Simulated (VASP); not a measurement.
# GaAs (strained zincblende): a r²SCAN single-point calculation in VASP

INCAR

```
LELF = .TRUE.
NBANDS = 16
ENCUT = 520
NELM = 120
PREC = Accurate
SIGMA = 0.02
LASPH = .TRUE.
LWAVE = .FALSE.
NSW = 0
LREAL = .FALSE.
ISIF = 2
LCHARG = .TRUE.
IBRION = -1
EDIFF = 1E-7
METAGGA = R2SCAN
ALGO = Normal
ISMEAR = -1
```

KPOINTS

```
KPOINTS created by Atomic Simulation Environment
0
Gamma
8 8 8
0 0 0
```

KPOINTS_OPT

```
special points
6
Reciprocal
0.0000000000 0.0000000000 0.0000000000 1
-0.5000000000 -0.5000000000 0.0000000000 1
-0.3750000000 -0.3750000000 0.2500000000 1
-0.3750000000 0.0000000000 0.3750000000 1
0.0000000000 0.0000000000 0.5000000000 1
-0.5000000000 -0.2500000000 0.2500000000 1
```

POSCAR

```
Ga As
 1.0000000000000000
     0.0000000000000000    2.8330850953000000    2.9464084990999999
     2.8330850953000000    0.0000000000000000    2.9464084990999999
     2.8330850953000000    2.8330850953000000    0.0000000000000000
 Ga  As
   1   1
Cartesian
  0.0000000000000000  0.0000000000000000  0.0000000000000000
  1.4165425476499998  1.4165425476499998  1.4732042495500000
```

VASP ran with the recommended PBE PAW datasets (18 valence electrons in the cell).

Command

```
mpirun -np 1 vasp_std
```

OSZICAR

```
N       E                     dE             d eps       ncg     rms          rms(c)
DAV:   1     0.669590643155E+02    0.66959E+02   -0.92271E+03  1936   0.156E+03
DAV:   2    -0.220505497818E+02   -0.89010E+02   -0.84580E+02  2200   0.324E+02
DAV:   3    -0.290168468102E+02   -0.69663E+01   -0.69434E+01  2280   0.692E+01
DAV:   4    -0.291249460032E+02   -0.10810E+00   -0.10809E+00  2376   0.964E+00
DAV:   5    -0.291263865643E+02   -0.14406E-02   -0.14405E-02  2344   0.997E-01    0.303E+00
DAV:   6    -0.270305196349E+02    0.20959E+01   -0.50566E-01  2096   0.128E+01    0.184E+00
DAV:   7    -0.270244443512E+02    0.60753E-02   -0.15446E-01  2224   0.328E+00    0.822E-01
DAV:   8    -0.270281431458E+02   -0.36988E-02   -0.78579E-03  2432   0.702E-01    0.301E-01
DAV:   9    -0.270286087710E+02   -0.46563E-03   -0.12777E-03  2312   0.408E-01    0.475E-02
DAV:  10    -0.270286216458E+02   -0.12875E-04   -0.11780E-04  2384   0.773E-02    0.228E-02
DAV:  11    -0.270286173628E+02    0.42830E-05   -0.15629E-05  2240   0.285E-02    0.217E-03
DAV:  12    -0.270286169157E+02    0.44706E-06   -0.51259E-07  2448   0.107E-02    0.907E-04
DAV:  13    -0.270286188454E+02   -0.19297E-05   -0.71541E-08  1800   0.293E-03    0.376E-04
DAV:  14    -0.270286190222E+02   -0.17679E-06   -0.32909E-08  1280   0.309E-03    0.618E-05
DAV:  15    -0.270286189532E+02    0.69030E-07   -0.31765E-09  1120   0.754E-04
   1 F= -.27028619E+02 E0= -.27028619E+02  d E =-.448727E-08
       N       E                     dE             ncg
DAV:   1     0.183978200612E+04   -0.32584E+04      192
DAV:   2     0.129600013404E+04   -0.54378E+03      200
DAV:   3     0.124990196962E+04   -0.46098E+02      232
DAV:   4     0.124916651019E+04   -0.73546E+00      256
DAV:   5     0.124915910547E+04   -0.74047E-02      240
DAV:   6     0.124915881653E+04   -0.28893E-03      312
DAV:   7     0.124915881599E+04   -0.54381E-06      248
DAV:   8     0.124915881599E+04   -0.47544E-08      216
```

From OUTCAR

```
k-points           NKPTS =     59   k-points in BZ     NKDIM =     59   number of bands    NBANDS=     16

   NELECT =      18.0000    total number of electrons

   dimension x,y,z NGX =    30 NGY =   30 NGZ =   30
   dimension x,y,z NGXF=    60 NGYF=   60 NGZF=   60

  energy-cutoff  :      520.00
  volume of cell :       47.30
      direct lattice vectors                 reciprocal lattice vectors
     0.000000000  2.833085095  2.946408499    -0.176486051  0.176486051  0.169698126
     2.833085095  0.000000000  2.946408499     0.176486051 -0.176486051  0.169698126
     2.833085095  2.833085095  0.000000000     0.176486051  0.176486051 -0.169698126

 k-points in reciprocal lattice and weights: KPOINTS created by Atomic Simulation Env
   0.00000000  0.00000000  0.00000000       0.002
   0.12500000  0.00000000  0.00000000       0.016
   0.25000000  0.00000000  0.00000000       0.016
   0.37500000  0.00000000  0.00000000       0.016
   0.50000000  0.00000000  0.00000000       0.008
   0.12500000  0.12500000  0.00000000       0.004
   0.25000000  0.12500000  0.00000000       0.016
   0.37500000  0.12500000  0.00000000       0.016
   ...

 E-fermi :   3.6146

 k-point     1 :       0.0000    0.0000    0.0000
  band No.  band energies     occupation
      1     -11.9142      2.00000
      2     -11.9043      2.00000
      3     -11.9043      2.00000
      4     -11.8336      2.00000
      5     -11.8265      2.00000
      6      -9.6194      2.00000
      7       3.0967      2.00000
      8       3.3381      2.00000
      9       3.3382      2.00000
     10       3.8772      0.00000
     11       7.2546      0.00000
     12       7.2547      0.00000
     13       7.3741      0.00000
     14      11.3417      0.00000
     15      13.3673      0.00000
     16      14.1596      0.00000

 k-point     2 :       0.1250    0.0000    0.0000
  band No.  band energies     occupation
      1     -11.9210      2.00000
      2     -11.9064      2.00000
      3     -11.9011      2.00000
      4     -11.8339      2.00000
      5     -11.8263      2.00000
      6      -9.4399      2.00000
      7       1.3226      2.00000
      8       2.9401      2.00000
      9       3.1287      2.00000
     10       4.9808      0.00000
     11       7.5588      0.00000
     12       7.6022      0.00000
     13       7.8338      0.00000
     14      12.2384      0.00000
     15      12.6992      0.00000
     16      13.2528      0.00000

 k-point     3 :       0.2500    0.0000    0.0000
  band No.  band energies     occupation
      1     -11.9467      2.00000
      2     -11.9002      2.00000
      3     -11.8941      2.00000
      4     -11.8340      2.00000
      5     -11.8251      2.00000
      6      -8.9402      2.00000
      7      -0.8433      2.00000
      8       2.4773      2.00000
      9       2.7299      2.00000
     10       4.9017      0.00000
     11       8.1093      0.00000
     12       8.1848      0.00000
     13       9.4874      0.00000
     14      12.4947      0.00000
     15      12.8479      0.00000
     16      12.9376      0.00000

 k-point     4 :       0.3750    0.0000    0.0000
  band No.  band energies     occupation
      1     -11.9708      2.00000
      2     -11.8944      2.00000
      3     -11.8884      2.00000
      4     -11.8329      2.00000
      5     -11.8226      2.00000
      6      -8.2794      2.00000
      7      -2.5710      2.00000
      8       2.1143      2.00000
      9       2.4194      2.00000
     10       4.5804      0.00000
     11       8.1824      0.00000
     12       8.3750      0.00000
     13      11.2716      0.00000
     14      12.6586      0.00000
     15      13.8315      0.00000
     16      14.0428      0.00000

 k-point     5 :       0.5000    0.0000    0.0000
  band No.  band energies     occupation
      1     -11.9801      2.00000
      2     -11.8923      2.00000
      3     -11.8865      2.00000
      4     -11.8320      2.00000
      5     -11.8211      2.00000
      6      -7.9109      2.00000
      7      -3.3041      2.00000
      8       1.9826      2.00000
      9       2.3076      2.00000
     10       4.4544      0.00000
     11       8.1335      0.00000
     12       8.3567      0.00000
     13      11.4951      0.00000
     14      13.9964      0.00000
     15      15.4204      0.00000
     16      15.6395      0.00000

 k-point     6 :       0.1250    0.1250    0.0000
  band No.  band energies     occupation
      1     -11.9323      2.00000
      2     -11.8982      2.00000
      3     -11.8981      2.00000
      4     -11.8321      2.00000
      5     -11.8282      2.00000
      6      -9.3906      2.00000
      7       1.1636      2.00000
      8       2.7318      2.00000
      9       2.7318      2.00000
     10       5.6886      0.00000
     11       6.7861      0.00000
     12       8.1907      0.00000
     13       8.1908      0.00000
     14      11.4031      0.00000
     15      12.5048      0.00000
     16      14.4036      0.00000

 k-point     7 :       0.2500    0.1250    0.0000
  band No.  band energies     occupation
      1     -11.9514      2.00000
      2     -11.8940      2.00000
      3     -11.8909      2.00000
      4     -11.8310      2.00000
      5     -11.8295      2.00000
      6      -9.0046      2.00000
      7      -0.4070      2.00000
      8       2.1367      2.00000
      9       2.2769      2.00000
     10       6.0217      0.00000
     11       7.0839      0.00000
     12       8.9747      0.00000
     13       8.9999      0.00000
     14      11.3198      0.00000
     15      13.7863      0.00000
     16      14.0907      0.00000

 k-point     8 :       0.3750    0.1250    0.0000
  band No.  band energies     occupation
      1     -11.9714      2.00000
      2     -11.8909      2.00000
      3     -11.8846      2.00000
      4     -11.8304      2.00000
      5     -11.8281      2.00000
      6      -8.3838      2.00000
      7      -2.0972      2.00000
      8       1.4580      2.00000
      9       2.0116      2.00000
     10       5.7760      0.00000
     11       7.6935      0.00000
     12       9.2352      0.00000
     13       9.9335      0.00000
     14      12.8406      0.00000
     15      13.8731      0.00000
     16      14.6565      0.00000

 k-point     9 :       0.5000    0.1250    0.0000
  band No.  band energies     occupation
      1     -11.9828      2.00000
      2     -11.8894      2.00000
      3     -11.8824      2.00000
      4     -11.8312      2.00000
      5     -11.8247      2.00000
      6      -7.8499      2.00000
      7      -3.1634      2.00000
      8       0.9943      2.00000
      9       2.0156      2.00000
     10       5.5962      0.00000
     11       7.8393      0.00000
     12       9.0085      0.00000
     13      11.5201      0.00000
     14      13.3928      0.00000
     15      14.9195      0.00000
     16      15.4668      0.00000

 k-point    10 :      -0.3750    0.1250    0.0000
  band No.  band energies     occupation
      1     -11.9793      2.00000
      2     -11.8904      2.00000
      3     -11.8843      2.00000
      4     -11.8341      2.00000
      5     -11.8226      2.00000
      6      -7.9598      2.00000
      7      -2.9341      2.00000
      8       0.8587      2.00000
      9       2.2777      2.00000
     10       5.6109      0.00000
     11       8.0925      0.00000
     12       8.7180      0.00000
     13      11.2240      0.00000
     14      13.3534      0.00000
     15      13.4028      0.00000
     16      15.6169      0.00000

 k-point    11 :      -0.2500    0.1250    0.0000
  band No.  band energies     occupation
      1     -11.9611      2.00000
      2     -11.8947      2.00000
      3     -11.8902      2.00000
      4     -11.8365      2.00000
      5     -11.8232      2.00000
      6      -8.5713      2.00000
      7      -1.5708      2.00000
      8       1.1060      2.00000
      9       2.7109      2.00000
     10       5.7881      0.00000
     11       8.2115      0.00000
     12       8.3221      0.00000
     13       9.6776      0.00000
     14      12.1162      0.00000
     15      13.4274      0.00000
     16      14.8531      0.00000

 k-point    12 :      -0.1250    0.1250    0.0000
  band No.  band energies     occupation
      1     -11.9357      2.00000
      2     -11.9027      2.00000
      3     -11.8975      2.00000
      4     -11.8360      2.00000
      5     -11.8247      2.00000
      6      -9.1431      2.00000
      7       0.1468      2.00000
      8       1.8372      2.00000
      9       3.1073      2.00000
     10       5.7124      0.00000
     11       7.4501      0.00000
     12       7.7409      0.00000
     13       9.0648      0.00000
     14      12.1792      0.00000
     15      13.0322      0.00000
     16      13.5249      0.00000

 ...

  Total       -0.4762289     -0.4762289     -1.2920711      0.0000000     -0.0000000      0.0000000
  in kB      -16.1318481    -16.1318481    -43.7678093      0.0000000     -0.0000000      0.0000000
  external PRESSURE =     -25.3438351 kB  Pullay stress =       0.0000000 kB

 POSITION                                       TOTAL-FORCE (eV/Angst)
 -----------------------------------------------------------------------------------
      0.00000      0.00000      0.00000         0.000000      0.000000      0.000000
      1.41654      1.41654      1.47320        -0.000000     -0.000000     -0.000000
 -----------------------------------------------------------------------------------
    total drift:                                0.000008      0.000008     -0.000024

  FREE ENERGIE OF THE ION-ELECTRON SYSTEM (eV)
  ---------------------------------------------------
  free  energy   TOTEN  =       -27.0286189532 eV

  energy  without entropy=      -27.0286189487  energy(sigma->0) =      -27.02861895
```

The gap between bands v and c is 0.54 eV and the least direct gap is 0.54 eV. The pressure is -2.5 GPa.

Band v is the last that the valence electrons fill when counted band by band, and c is the next.

The run took about 84 s on one core of a shared host (Intel Xeon 6975P-C) and held 0.21 GiB at most.
